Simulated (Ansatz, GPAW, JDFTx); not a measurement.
**One calculation of CdTe, 3 ways**

```
CELL_PARAMETERS angstrom
0.00000 3.20500 3.20500
3.20500 0.00000 3.20500
3.20500 3.20500 0.00000
ATOMIC_POSITIONS crystal
Te 0.25000 0.25000 0.25000
Cd 0.00000 0.00000 0.00000
```

Alike in all runs: task single point; functional LDA; k mesh 7 × 7 × 7; occupations gaussian, width 0.05 eV; no spin polarisation; no spin-orbit coupling. LDA stands for any of its common fits. Pressure is positive in compression and, in plane waves, holds the error of the finite cutoff.

| program and potentials | plane-wave cutoff (eV) | notes | pressure (GPa) |
| --- | --- | --- | --- |
| JDFTx, PseudoDojo-SR-LDA-0.4.1-standard with smoothed tails | 1388 | 18 valence electrons an atom on average | 0.02 |
| GPAW, the program's PAW data sets (release 1.2.1) made for this functional | 600 | 9 valence electrons an atom on average | -0.45 |
| Ansatz, all-electron LAPW, scalar-relativistic | - | - | ? |

**Question.** Estimate from the other rows what the run with Ansatz, all-electron LAPW, scalar-relativistic gave.

**Answer.** Pressure -0.01 GPa. The other rows, which needn't bracket it: pressure -0.45 to 0.02.
